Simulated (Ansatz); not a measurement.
Method: DFT PBE, scalar-relativistic, plane waves, PAW (Ansatz). All cells share a 420 eV cutoff and Γ-centred k meshes spaced at most about 0.3 Å⁻¹ (about 0.25 or finer for metals, 2π included). No spin polarisation.

Each guess is relaxed in cell and atoms at zero pressure, on a coarse mesh first where it starts far from rest and then on a converged one. The steps can't lower the symmetry of the start, but it can rise. Energies are static (0 K, no zero-point motion).

Two unrelaxed guesses for BaHf3O2:

A.

```cif
data_structure
_symmetry_space_group_name_H-M 'P4/mmm'
_symmetry_Int_Tables_number 123
_cell_length_a 3.3968
_cell_length_b 3.3968
_cell_length_c 11.3549
_cell_angle_alpha 90.000
_cell_angle_beta 90.000
_cell_angle_gamma 90.000
_cell_volume 131.02
loop_
_atom_site_label
_atom_site_type_symbol
_atom_site_symmetry_multiplicity
_atom_site_Wyckoff_symbol
_atom_site_fract_x
_atom_site_fract_y
_atom_site_fract_z
_atom_site_occupancy
Ba1 Ba 1 d 0.50000 0.50000 0.50000 1
Hf1 Hf 1 a 0.00000 0.00000 0.00000 1
Hf2 Hf 2 g 0.00000 0.00000 0.71455 1
O1 O 2 h 0.50000 0.50000 0.84736 1
```

B.

```cif
data_structure
_symmetry_space_group_name_H-M 'P6/mmm'
_symmetry_Int_Tables_number 191
_cell_length_a 6.0056
_cell_length_b 6.0056
_cell_length_c 3.4647
_cell_angle_alpha 90.000
_cell_angle_beta 90.000
_cell_angle_gamma 120.000
_cell_volume 108.22
loop_
_atom_site_label
_atom_site_type_symbol
_atom_site_symmetry_multiplicity
_atom_site_Wyckoff_symbol
_atom_site_fract_x
_atom_site_fract_y
_atom_site_fract_z
_atom_site_occupancy
Ba1 Ba 1 b 0.00000 0.00000 0.50000 1
Hf1 Hf 3 f 0.00000 0.50000 0.00000 1
O1 O 2 d 0.33333 0.66667 0.50000 1
```

**Question.** Where do they end, and which end is lower?

**Answer.** A ends lower, by 243 meV/atom. A: P4/mmm at 21.8 Å³/atom → P4/mmm at 19.5 Å³/atom; B: P6/mmm at 18.0 Å³/atom → P6/mmm at 17.9 Å³/atom. Counting O atoms around Ba and Hf (those within 1.25 times the shortest such distance or 1.15 times the sum of covalent radii; the shortest distance is added where it is long for a bond; a slash parts the counts of unlike sites), the end of A has Ba 2, Hf 4/8 from 4.0 Å and the end of B has Ba 6 from 3.8 Å, Hf 4. End of A. Conventional cell: a = 3.079 Å, c = 12.318 Å. Ba is surrounded by 2 O at 2.85 Å, 4 Ba at 3.08 Å, 8 Hf at 3.87 Å, 8 O at 4.19 Å and 4 Ba at 4.35 Å; Hf on a site of symmetry 4/mmm is surrounded by 6 Hf at 2.96–3.08 Å; O has 4 Hf at 2.20 Å and 1 Ba at 2.85 Å; 1 more site not described. End of B. Conventional cell: a = 6.519 Å, c = 2.918 Å. Around Ba lie 2 Ba at 2.92 Å and 12 Hf at 3.57 Å; Hf has 4 O at 2.38 Å, 2 Hf at 2.92 Å, 4 Hf at 3.26 Å and 4 Ba at 3.57 Å; O has 6 Hf at 2.38 Å and 2 O at 2.92 Å.

Ends held by symmetry can be saddle points. Neither end is the lowest form computed: that has space group P4/mmm (No. 123) and lies 0.37 eV/atom below the better end. These runs have no spin–orbit coupling, which can matter for Hf. Some candidate types were left out of the draw beforehand, so a known form may be missing.
